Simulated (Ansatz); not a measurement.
The system is Tl.

```xyz
2
Lattice="3.4560 0.0000 0.0000 -1.7280 2.9930 0.0000 0.0000 0.0000 5.5250" Properties=species:S:1:pos:R:3 pbc="T T T"
Tl    1.7280    0.9977    4.1438
Tl    0.0000    1.9953    1.3813
```

Base run:

```yaml
Program: Ansatz 0.2.0
Functional: revPBE
Potentials_or_basis: all-electron LAPW, scalar-relativistic
Cutoff: 167 eV (chosen from the basis error)
Basis_error_allowed: 0.001 eV/atom
k_mesh: 9 × 9 × 5
Occupations: fermi-dirac, width 0.05 eV
Spin: no spin polarisation
```

Its results: pressure 4.8 GPa.

Q: The run is repeated on the same cell with these changes: functional from revPBE to PBEsol. What comes out?

A: Pressure 0.2 GPa.

PBEsol binds more tightly than revPBE, so the same cell stands under less pressure.
